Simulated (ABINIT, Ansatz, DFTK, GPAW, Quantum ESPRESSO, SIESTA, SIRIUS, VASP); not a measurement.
**KCl: 9 runs at one level of theory**

```
K Cl
1.0
     0.00000    3.14647    3.14647
     3.14647    0.00000    3.14647
     3.14647    3.14647    0.00000
K Cl
1 1
Direct
  0.00000 0.00000 0.00000
  0.50000 0.50000 0.50000
```

Alike in all runs: task single point; functional PBEsol; k mesh 7 × 7 × 7; occupations fermi-dirac, width 0.05 eV; no spin polarisation; no spin-orbit coupling. Pressure is positive in compression and, in plane waves, holds the error of the finite cutoff, which Ansatz's Pulay term estimates and takes out.

```tsv
program and potentials	plane-wave cutoff (eV)	notes	pressure (GPa)
Ansatz, Ansatz PAW	420	potentials made for PBE, which Ansatz adapts in part	-0.41
DFTK, PseudoDojo SR PBEsol 0.4.1 standard (PBEsol)	1007	-	-0.42
SIESTA, files PseudoDojo sr-pbesol-0.4.1-standard, DZP (energy shift 0.003 Ry; two zetas on semicore shells; d shell added on K)	-	atomic basis	-0.47
Quantum ESPRESSO, GBRV 1.5 PBEsol	612	-	-0.60
VASP, PBE PAW files Cl, K_sv, 520 eV	520	potentials made for PBE	-0.37
GPAW, PAW data sets generated for this functional	600	-	?
ABINIT, PseudoDojo NC SR PBEsol v0.4.1 standard	1007	-	-0.42
Ansatz, all-electron LAPW, scalar-relativistic	-	-	-0.41
SIRIUS, PseudoDojo 0.4.1 PBEsol standard (scalar relativistic)	1030	-	-0.42
```

Task: Estimate from the other rows what the run with GPAW, PAW data sets generated for this functional gave.

Result: Pressure -0.48 GPa. The other rows, which needn't bracket it: pressure -0.60 to -0.37.
